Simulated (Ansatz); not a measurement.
# Ga3As3H: the cost of one run

Program: Ansatz 0.2.0. Level of theory: DFT PBE, scalar-relativistic, plane waves, PAW. These are calculated values, not measurements.

2 further runs of the same task are left out: 2 set aside as unsound or not needed.

## (1) Starting point

It takes space group Pm (No. 6, monoclinic). The conventional cell has a = 5.746 Å, b = 4.063 Å, c = 19.892 Å, α = 90.00°, β = 90.00°, γ = 90.00°. Around Ga (site symmetry m) lie 3 As at 2.49 to 2.57 Å. As (site symmetry m) has 3 Ga at 2.49 to 2.50 Å as nearest neighbours. Ga (site symmetry m) has 4 As at 2.50 to 2.53 Å as nearest neighbours. As (site symmetry m) has 4 Ga at 2.51 to 2.57 Å as nearest neighbours. Ga (site symmetry m) has 3 As at 2.48 to 2.51 Å as nearest neighbours. Around As (site symmetry m) lie 1 H at 1.50 Å. H (site symmetry m) has 1 As at 1.50 Å as nearest neighbours.

As a file:

```xyz
7
Lattice="4.0630 0.0000 0.0000 0.0000 5.7459 0.0000 0.0000 0.0000 19.8924" Properties=species:S:1:pos:R:3 pbc="T T T"
Ga    2.0315    2.8729    4.0000
As    0.0000    1.4365    4.0000
Ga    0.0000    0.3654    6.2586
As    2.0315    4.6517    5.8594
Ga    2.0315    2.8028    7.5515
As    0.0000    1.6629    8.3924
H     0.0000    1.6629    9.8924
```

This is the geometry of the first run shown, built on a cell relaxed beforehand with the same method.

## (2) The scan

Atoms count from 1 in the order of the input.

H is moved over the surface cell; relaxed at each place: the height of the adsorbate's atoms; substrate rigid; the origin of the map has the adsorbate above As6.

First coordinate, position of H7 along the first surface vector, from above As6: 6 values from 0.000 to 0.833, periodic. Second coordinate, position of H7 along the second surface vector, from above As6: 6 values from 0.000 to 0.833, periodic.

Relaxed at each point: the height of the adsorbate's atoms; substrate rigid. Points are written as (first, second).

The two vectors of the plane (Å): (4.063, 0.000, 0.000); (0.000, 5.746, 0.000).

## (3) Point (0/6, 0/6) of the map's two axes

input.yaml reads:

```yaml
crystal:
  lattice:
    - [4.0629609257, 0.0, 0.0]
    - [0.0, 5.7458944445, 0.0]
    - [0.0, 0.0, 19.892442258]
  atoms:
    - { symbol: Ga, position: [0.5, 0.5, 0.201081393] }
    - { symbol: As, position: [0.0, 0.25, 0.201081393] }
    - { symbol: Ga, position: [0.0, 0.0635978709, 0.3146195193] }
    - { symbol: As, position: [0.5, 0.8095619862, 0.2945554352] }
    - { symbol: Ga, position: [0.5, 0.4877934284, 0.3796180935] }
    - { symbol: As, position: [0.0, 0.2894090607, 0.421890995] }
    - { symbol: H, position: [0.0, 0.2894090607, 0.4972965174], spin: 1.0 }
basis:
  ecutwfc: 420
kpoints:
  mp_grid: { grid: [7, 5, 1] }
hamiltonian:
  xc: pbe
  pseudopotentials: { kind: paw, azcp: { folder: soft_1 } }
scf:
  occupations: { method: gaussian, width: 0.05 }
output:
  forces: true
  eigenvalues: true
  populations: true
magnetization:
  spin_polarized: true
relax:
  adjacent_minimum: "off"
  f_tol: 0.025
  max_steps: 16
  constraints: [{ sites: [0, 1, 2, 3, 4, 5] }, { sites: [6], fix: xy }]
efield:
  axis: 3
  dipole_correction: true
  ramp_width: 0.04
```

On the command line:

```
ansatz run input.yaml --threads 4 --pin off --max-ram 12288MiB --backend cpu --events-out ev --progress --plain --runs-dir out
```

What time and memory should one allow on 4 threads of Arm Neoverse V1, shared host?

About 88 s, with a peak of 1.1 GiB.
